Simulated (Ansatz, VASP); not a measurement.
# One calculation of TiPt3, two programs

```
Ti Pt
1.0
     4.71136    0.00000    0.00000
     0.00000    4.71136    0.00000
     0.00000    0.00000    4.71136
Ti Pt
1 3
Direct
  0.00000 0.00000 0.00000
  0.50000 0.00000 0.00000
  0.00000 0.50000 0.00000
  0.00000 0.00000 0.50000
```

Alike in both runs: functional PBE; k mesh 10 × 10 × 10; occupations gaussian, width 0.1 eV; no spin polarisation.

Ansatz relaxed the structure, and its values are those at the end. VASP's run is a single point on that final structure, the one shown.

```csv
,VASP,Ansatz
version,VASP 6.6.1,Ansatz 0.2.0
potentials or method,"VASP PAW PBE potentials, release 64 (Ti_sv, Pt)","scalar-relativistic, plane waves, PAW"
plane-wave cutoff (eV),520,420
valence electrons in the cell,42,66
```

Ansatz gave:

- gap on the k mesh at the Fermi level (eV): none
- pressure (GPa): 0.0

Task: Which values does VASP return?

Result: gap on the k mesh at the Fermi level (eV): none; pressure (GPa): 0.1.

A gap of «none» marks a metal or a gap that the smearing closes. The functional is the same, so the differences come from potentials, cutoffs and numerics. The two sets of potentials don't hold the same shells in valence.

The runs have no spin-orbit coupling, so splittings on Pt are missing.
